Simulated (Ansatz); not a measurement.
# LiH (P6_3/mmc, relaxed from the wurtzite prototype): independent-particle optics, part 1 of 3

How does LiH (P6_3/mmc, relaxed from the wurtzite prototype) absorb light if electrons and holes don't interact? Plan: HSE06 for the gap; optics with PBE on 12×12×6; optics with r2SCAN on 12×12×6; optics with LDA on 12×12×6; optics with PBE and scissors to the HSE06 gap on 12×12×6.

Method: plane waves, PAW; no local fields, no excitons, in Ansatz 0.2.0.

**1. The starting structure**

Symmetry: P6_3/mmc, No. 194, hexagonal system. The conventional cell has a = 3.256 Å, b = 3.256 Å, c = 4.068 Å, α = 90.00°, β = 90.00°, γ = 120.00°. Around Li (site symmetry -6m2) lie 5 H at 1.88 to 2.03 Å. H (site symmetry -6m2) is surrounded by 5 Li at 1.88 to 2.03 Å.

Structure file:

```cif
data_structure
_symmetry_space_group_name_H-M 'P6_3/mmc'
_symmetry_Int_Tables_number 194
_cell_length_a 3.2558
_cell_length_b 3.2558
_cell_length_c 4.0684
_cell_angle_alpha 90.000
_cell_angle_beta 90.000
_cell_angle_gamma 120.000
_cell_volume 37.35
loop_
_atom_site_label
_atom_site_type_symbol
_atom_site_symmetry_multiplicity
_atom_site_Wyckoff_symbol
_atom_site_fract_x
_atom_site_fract_y
_atom_site_fract_z
_atom_site_occupancy
Li1 Li 2 d 0.33333 0.66667 0.75000 1
H1 H 2 c 0.33333 0.66667 0.25000 1
```

Cell and atoms come from an earlier r2SCAN relaxation.

**2. The gap to aim at**

The input, input.yaml:

```yaml
crystal:
  lattice:
    - [3.2558267816, 0.0, 0.0]
    - [-1.6279133908, 2.8196287032, 0.0]
    - [0.0, 0.0, 4.0684446705]
  atoms:
    - { symbol: Li, position: [0.3333333333, 0.6666666667, -0.0625092883] }
    - { symbol: Li, position: [0.6666666667, 0.3333333333, 0.4374907117] }
    - { symbol: H, position: [0.3333333333, 0.6666666667, 0.4375092883] }
    - { symbol: H, position: [0.6666666667, 0.3333333333, 0.9375092883] }
kpoints:
  mp_grid: { grid: [6, 6, 4] }
  band_path:
    path:
      - [0.0, 0.0, 0.0]
      - [0.5, 0.0, 0.0]
      - [0.3333333333, 0.3333333333, 0.0]
      - [0.0, 0.0, 0.5]
      - [0.5, 0.0, 0.5]
      - [0.3333333333, 0.3333333333, 0.5]
    npoints: 1
hamiltonian:
  xc: hse06
scf:
  occupations: { method: fixed }
  n_extra_bands: 5
output:
  forces: true
  stress: true
  eigenvalues: true
```

Launch:

```
$ ansatz run input.yaml --threads 4 --pin off --max-ram 3686MiB --backend cpu --events-out ev --progress --plain --runs-dir out
```

Output:

```text
Warning: the atoms were moved onto the symmetric positions of the space group found under crystal.symmetry.tolerance 1.0e-5 (fractional; no operation is sought that the atoms, as they stand in a round, miss by more than twice it, and no atom is moved by as much as it), and the run uses the moved positions. Before a round's move an operation carried an atom to 7.56e-5 Å from where it should land, the largest such distance. Atom 0 (counting from 0) moved farthest, by 3.78e-5 Å; the longest move in fractions of the cell, of whichever atom, is 0.92 of the tolerance, in 1 round. To run the atoms as typed, lower crystal.symmetry.tolerance until the operations that they miss are no longer found, or set crystal.symmetry.detect: false (a key that needs symmetry detection or time reversal refuses this as the deck is read). The positions used, in the order of the run's atom list: position: [0.3333333333333333, 0.6666666666666666, -0.06249999999999997]; position: [0.6666666666666666, 0.3333333333333333, 0.4375]; position: [0.3333333333333333, 0.6666666666666666, 0.4375]; position: [0.6666666666666666, 0.3333333333333333, 0.9375]; The lattice was moved too: crystal.lattice keeps the space group found at crystal.symmetry.tolerance 1.0e-5 only nearly: the operation that it misses by the most changes a squared length by the fraction 7.78e-12. The run uses the lattice that is a stretch of the typed one, with no rotation, onto the one that keeps every operation to a double's rounding (on a very oblique basis the stretch itself rounds by more); the deck's lattice vector that moved farthest moved by 7.32e-12 Å. To run the lattice as typed, set crystal.symmetry.detect: false, as for the atoms. crystal.lattice made exact, in Å and degrees: [[3.2558267816073156, 0.0, 0.0], [-1.6279133908036578, 2.8196287031936644, 0.0], [0.0, 0.0, 4.0684446705]]. Pasted over the deck's crystal.lattice, beside positions in fractional coordinates, it runs the same cell (given as lengths and angles, that cell in the form's own orientation, a rigid turn of the misfit's size from the one run here, for which a checkpoint.post_process_only pass over this run's state can be refused: where this run relaxes nothing, give such a pass this deck's own crystal.lattice, as typed; behind a relaxation, as crystal.lattice, the state's own cell, identity.cell in its checkpoint.json), and a matrix so pasted ends this notice, except on a very skew basis of the lattice, where the rounding of the pasted numbers themselves can read as a misfit: the cell is then moved again, and that move is told again. The lattice as run is in this notice's lattice.as_run_ang field (Run.prep()["deck_notices"] in Python, the deck_notice line of an events file, deck_notices of ansatz run --dry-run=json, or deck_notices in record.json in the deck's checkpoint.write directory).
Warning: output.stress: scf.convergence.dr2_threshold = 1e-7 eV (the SCF's general default) is looser than the 4e-10 eV advised for a printed stress (1e-10 eV for each atom of the cell: 4). What an SCF threshold leaves in a stress goes as its square root, and in the free energy as the threshold itself, and one threshold admits the most on a small cell: of the crystals measured, under no hybrid functional and no lock of the moments, on runs that ended without the residual-converged pass, on stresses that held no estimate of that error, the worst erred by over 100 MPa in a component at 1e-7 eV an atom and by under 5 at 1e-10. Set scf.convergence.dr2_threshold to 4e-10 eV or tighter. The threshold is an SCF's pass mark: one that does not reach it within its budget of iterations ends unconverged, or closes short of it on a stop that the run arms, and scf.convergence.dr2_threshold's page says what that costs each kind of run
Warning: output.stress: scf.exx.energy_threshold = 1e-6 eV is looser than the 4e-8 eV advised for a stress under a hybrid functional (1e-8 eV for each atom of the cell: 4). Every SCF of the exchange loop can meet its threshold on dr2 while the loop round them stops early: no threshold on dr2 bounds what that leaves in the stress. Set scf.exx.energy_threshold to 4e-8 eV or tighter. The threshold is the loop's pass mark: a loop that does not reach it within its budget of cycles ends unconverged, and scf.exx.energy_threshold's page has the law
Warning: RAYON_NUM_THREADS=4 ignored (pool sized by the plan → 4); use --threads N
scf.n_extra_bands = 5 over 4 filled bands (N_el = 8.0): the run solves 9 bands
Engine: ansatz 0.2.0, x86_64-unknown-linux-gnu
Pseudopotentials: kind: paw
Pseudopotential: Li, paw, valence charge 3, recommended cutoff 420 eV (normal), Li.paw.azcp
Pseudopotential: H, paw, valence charge 1, recommended cutoff 420 eV (normal), H.paw.azcp
Functional definition: HSE06
  parameter a = 0.25
  parameter omega = 0.11/bohr
  exchange = pbe_x - a*pbe_x_sr(omega) + a*exact_x_sr(omega)
  correlation = pbe_c
davidson cushion auto → on  (no smearing: the cushion is to keep the highest requested band from converging to the state above it; pin scf.eigensolver.cushion to override)
Crystal: 4 atoms, lattice volume = 37.349 Å³
Basis set: ecut = 420 eV, 745 PW (Γ), exchange–correlation on 48×48×60 points (8 copies of the dense FFT grid, shifted against one another)
Bands: 9, of which v1, the nominal top of the filled ones, is band 4 counted from 1 (3 counted from 0)
Symmetry: 24 space group operations
Space group: P63/mmc (ITA 194), of the structure as read, at distance tolerance 3.3e-5 Å
k-points: 21 of 144
Non-local potential: Li, projectors of the file, l = 0: 3, l = 1: 2, l = 2: 1
Non-local potential: H, projectors of the file, l = 0: 2, l = 1: 1
PAW form: soft (Blöchl's): semilocal exchange-correlation on the pseudo side does not see the compensation charge
PAW one-centre angular grid: Li, 110 points (default); XC on 96 Gauss nodes
PAW one-centre angular grid: H, 110 points (default); XC on 64 Gauss nodes
Initial density: superposition of atomic densities (neutral atoms: chi_scale 0, normalization atom), corrected by the library's trained network
Initial wavefunctions: pseudopotential atomic-orbital guess
Functional: x = pbe(κ = 0.804, μ = 0.2195149727645171), c = pbe(β = 0.06672455060314922), warm-up for x = pbe(κ = 0.804, μ = 0.2195149727645171) + 0.25 (exact − pbe) at short range (hse, ω = 0.20786987370883472 Å⁻¹), c = pbe(β = 0.06672455060314922); HSE06 as pw.x's `hse` composes it (authors' and Libxc's form: `xc: wpbeh`)
SCF iter   1: F=—  HF=-442.689557 eV  |F-HF|=—  |Δ(HF+E_count)|=         —  Δρ=1.88e-3  dr2=9.33e-4  ethr=1.77e-3  ⟨swp⟩=7.0  Hψ=1003  notcnv=0
preconditioner: auto → none  [insulator: Δε(μ)=1.796 eV  Ē_g=10.844 eV  n_scr=2 (ndim 8)  ℏωp=12.2 eV  f_vac=0.000]
SCF iter   2: F=-442.690051 eV  HF=-442.689876 eV  |F-HF|=1.75e-4  |Δ(HF+E_count)|=   3.18e-4  Δρ=7.84e-4  dr2=1.92e-4  ethr=1.17e-5  ⟨swp⟩=3.6  Hψ=566  notcnv=0
SCF 1 stopped early in 2 iterations: F = -442.690051 eV  dr2 = 1.92e-4
Initial density: handed on by an earlier stage of this run
Initial wavefunctions: those handed on with the density
Functional: x = pbe(κ = 0.804, μ = 0.2195149727645171) + 0.25 (exact − pbe) at short range (hse, ω = 0.20786987370883472 Å⁻¹), c = pbe(β = 0.06672455060314922); HSE06 as pw.x's `hse` composes it (authors' and Libxc's form: `xc: wpbeh`)
Exchange kernel: α = 0.2500, screened, ω = 0.2079 Å⁻¹, Wigner–Seitz truncation, v(0) = 1041.4243 eV·Å³, q-mesh 6×6×4, nearest image of the exchange supercell L = 16.27 Å, pair-density grid 15×15×24, without the augmentation charges, whose exchange is taken in its separable form by FFT convolution over the k-point mesh (sized by the pseudopotential files, 20×20×30 at the most), smooth part of the exact exchange by density-matrix convolution
Frozen-core exchange: fock
SCF iter   1: F=—  HF=-442.972949 eV  |F-HF|=—  |Δ(HF+E_count)|=         —  Δρ=2.20e-3  dr2=9.64e-4  ethr=2.40e-5  ⟨swp⟩=5.0  Hψ=838  notcnv=0
preconditioner: auto → none  [insulator: Δε(μ)=2.682 eV  Ē_g=12.293 eV  n_scr=2 (ndim 8)  ℏωp=12.2 eV  f_vac=0.000]
SCF iter   2: F=—  HF=-442.972976 eV  |F-HF|=—  |Δ(HF+E_count)|=   2.68e-5  Δρ=1.10e-3  dr2=3.14e-4  ethr=1.10e-5  ⟨swp⟩=2.0  Hψ=462  notcnv=0
iter 3 solved again at ethr=1.43e-8 eV; its pass at ethr=2.83e-6 eV (dr2=1.15e-6 eV) is discarded
SCF iter   3: F=—  HF=-442.973068 eV  |F-HF|=—  |Δ(HF+E_count)|=   9.22e-5  Δρ=7.99e-5  dr2=1.38e-4  ethr=1.43e-8  ⟨swp⟩=4.2  Hψ=1179  notcnv=0
SCF iter   4: F=—  HF=-442.974350 eV  |F-HF|=—  |Δ(HF+E_count)|=   1.28e-3  Δρ=2.35e-4  dr2=2.33e-5  ethr=1.43e-8  ⟨swp⟩=4.4  Hψ=852  notcnv=0  defer=1
SCF iter   5: F=—  HF=-442.974343 eV  |F-HF|=—  |Δ(HF+E_count)|=   6.71e-6  Δρ=4.27e-5  dr2=2.31e-6  ethr=1.43e-8  ⟨swp⟩=3.5  Hψ=668  notcnv=0
SCF iter   6: F=-442.974355 eV  HF=-442.974355 eV  |F-HF|=1.15e-7  |Δ(HF+E_count)|=   1.17e-5  Δρ=3.76e-5  dr2=6.29e-7  ethr=7.13e-9  ⟨swp⟩=3.2  Hψ=654  notcnv=0
SCF 2 stopped early in 6 iterations: F = -442.974355 eV  dr2 = 6.29e-7
hybrid outer 1: dexx = +1.315e-3 eV, tail = 3.18e-6 eV
Exchange kernel: α = 0.2500, screened, ω = 0.2079 Å⁻¹, Wigner–Seitz truncation, v(0) = 1041.4243 eV·Å³, q-mesh 6×6×4, nearest image of the exchange supercell L = 16.27 Å, pair-density grid 15×15×24, without the augmentation charges, whose exchange is taken in its separable form by FFT convolution over the k-point mesh (sized by the pseudopotential files, 20×20×30 at the most), smooth part of the exact exchange by density-matrix convolution
Frozen-core exchange: fock
SCF iter   1: F=—  HF=-442.974368 eV  |F-HF|=—  |Δ(HF+E_count)|=         —  Δρ=2.44e-5  dr2=2.71e-7  ethr=1.99e-7  ⟨swp⟩=2.1  Hψ=465  notcnv=0
preconditioner: auto → none  [insulator: Δε(μ)=2.736 eV  Ē_g=12.312 eV  n_scr=2 (ndim 8)  ℏωp=12.2 eV  f_vac=0.000]
SCF iter   2: F=-442.974368 eV  HF=-442.974368 eV  |F-HF|=3.30e-9  |Δ(HF+E_count)|=   1.14e-8  Δρ=3.60e-6  dr2=3.06e-9  ethr=2.42e-9  ⟨swp⟩=3.1  Hψ=543  notcnv=0
SCF 3 converged in 2 iterations: F = -442.974368 eV  dr2 = 3.06e-9
  Residual-converged pass: ⟨swp⟩=2.9  Hψ=411  notcnv=0  max |occ|·‖R‖ = 2.4e-6 eV (tolerance 2.4e-6 eV)  dr2=3.06e-9  dr2_onsite=3.76e-10  max |Δocc| = 0.0e0
hybrid outer 2: dexx = +1.264e-8 eV, tail = 7.49e-9 eV, Δε = 1.16e-3 eV (about 8.47e-5 eV left of the loop's levels)
NSCF: frozen V_eff on 6 k-points
hybrid SCF converged: 2 outer / 8 inner (+2 warm-up), last move |dexx| = 1.26e-8 eV, tail = 7.49e-9 eV
Stability not checked: this state was not tested for a lower state beside it, because the functional holds exact exchange (a hybrid, or Hartree-Fock), whose exchange loop this test does not read (fock_operator; see scf.lower_state_search)
Free energy (F): -442.974368 eV
Frozen-core exchange: fock
Harris-Foulkes:  -442.974368 eV  (|F-HF|=3.30e-9)
Internal energy: -442.974368 eV  (E = F + TS)
E sigma→0 (E₀):  -442.974368 eV
Fermi energy:    -0.275088 eV
--- Per-component energies (eV) ---
  E_band       = -203.886259
  E_kinetic    = 71.922883
  E_local      = -274.359213  (includes V_loc(G=0)·N_el)
  E_nonlocal   = -63.509926
  E_hartree    = 79.589795
  E_xc         = -33.053268
  E_vxc        = -42.158613  (∫ρ·V_xc dr)
  E_exx        = -26.392652  (= α·E_x^exact, valence–valence)
  E_paw        = -24.166468  (= ΣΔE_a)
  E_vpaw       = -2.173701  (= ΣTr[D̂ρ^β])
  E_aug_tail   = -0.002320  (compensation charges beyond the density's cutoff)
  E_ewald      = -173.003199
  E_smearing   = -0.000000  (= −TS)
  E_closure    = 0.000001  (closes the sum)
  Σ components = -442.974368   (vs F -442.974368, Δ=0.00e0)
--- Forces (eV/Å), atoms counted from 1 ---
  atom   1  Li     0.00000000     0.00000000     0.00000000
  atom   2  Li    -0.00000000    -0.00000000     0.00000000
  atom   3  H      0.00000000     0.00000000     0.00000000
  atom   4  H      0.00000000    -0.00000000     0.00000000
  max |Σ_I F_I| component: 9.25e-18 eV/Å
--- Stress (GPa, compression-positive) ---
       -0.330409       0.000000       0.000000
        0.000000      -0.330409       0.000000
        0.000000       0.000000      -0.337764
  P = ⅓ Tr σ = -0.3329 GPa (-3.329 kbar)
--- Band table (eV; the first three rows and the last of 21) ---
  k-point 0: bands = ["-47.8925", "-47.8318", "-6.0879", "-0.2751", "3.7806", "11.7778", "11.7778", "12.4703", "14.4551"]
  k-point 1: bands = ["-47.8833", "-47.8403", "-5.6661", "-2.2014", "6.5799", "12.2291", "12.3244", "12.3244", "14.8252"]
  k-point 2: bands = ["-47.8614", "-47.8614", "-4.3705", "-4.3705", "10.6212", "10.6212", "13.8688", "13.8688", "13.8688"]
  k-point 20: bands = ["-47.8509", "-47.8509", "-2.6242", "-2.6242", "4.8074", "4.8074", "7.9133", "7.9133", "16.3003"]
```

Wall time 15 s (4 threads of Intel Xeon Platinum 8259CL at 2.50GHz (Skylake/Cascade Lake), shared host); peak memory 0.72 GiB.

HSE06 puts the least direct gap over the mesh and the named points at 4.056 eV, and the least gap at 2.736 eV.

(Continued in part 2 of 3.)
